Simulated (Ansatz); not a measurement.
Computed with DFT, PBE, plane waves (420 eV) with PAW, scalar-relativistic (Ansatz 0.2.0).

An element in the omega (AlB2-type) structure gives this curve. The cell is scaled uniformly from the relaxed one, with fractional coordinates and shape fixed. Energies are extrapolated to zero smearing, pressures are those at the given smearing. Magnetic state: spin not included.

| V (Å³/atom) | E − E₀ (meV/atom) | P (GPa) |
| --- | --- | --- |
| 16.411 | 186.2 | 29.94 |
| 17.157 | 76.7 | 17.98 |
| 17.903 | 17.6 | 8.13 |
| 18.649 | 0.0 | -0.01 |
| 19.395 | 16.8 | -6.75 |
| 20.141 | 62.2 | -12.31 |
| 20.887 | 131.2 | -16.91 |

Q: Which element is it?
A. germanium
B. titanium
C. tantalum
D. selenium

A: C. Its fit is V₀ = 18.63 Å³/atom, B₀ = 185 GPa, B₀′ = 3.7.
